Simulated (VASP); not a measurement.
The system is InAs.

```
In As
1.0
     0.00000    3.01800    3.01800
     3.01800    0.00000    3.01800
     3.01800    3.01800    0.00000
In As
1 1
Direct
  0.00000 0.00000 0.00000
  0.75000 0.75000 0.75000
```

```yaml
Program: VASP 6.6.1
Task: relaxation of cell and atoms
Functional: PBE
Potentials_or_basis: VASP PAW PBE potentials, release 64 (In_d, As)
Cutoff: 600 eV
k_mesh: 8 × 8 × 8
Occupations: fermi-dirac, width 0.05 eV
Spin: no spin polarisation
```

At the start: pressure 4.4 GPa; volume 27.49 Å³/atom.

**Question.** Where does the relaxation end?

**Answer.** Over 3 steps the energy falls by 27.3 meV/atom and the volume is 29.63 Å³/atom (+7.8 %); space group F-43m (No. 216, to 0.05 Å).

The path:
```csv
step,energy change (eV),largest force (eV/Å),pressure (GPa),volume (Å³)
1,0.0000,0.0000,4.39,54.98
2,-0.0457,0.0000,-1.43,61.18
3,-0.0546,0.0000,0.01,59.26
```

Final structure:
```
In As
1.0
     0.00000    3.09437    3.09437
     3.09437    0.00000    3.09437
     3.09437    3.09437    0.00000
In As
1 1
Direct
  0.00000 0.00000 0.00000
  0.75000 0.75000 0.75000
```
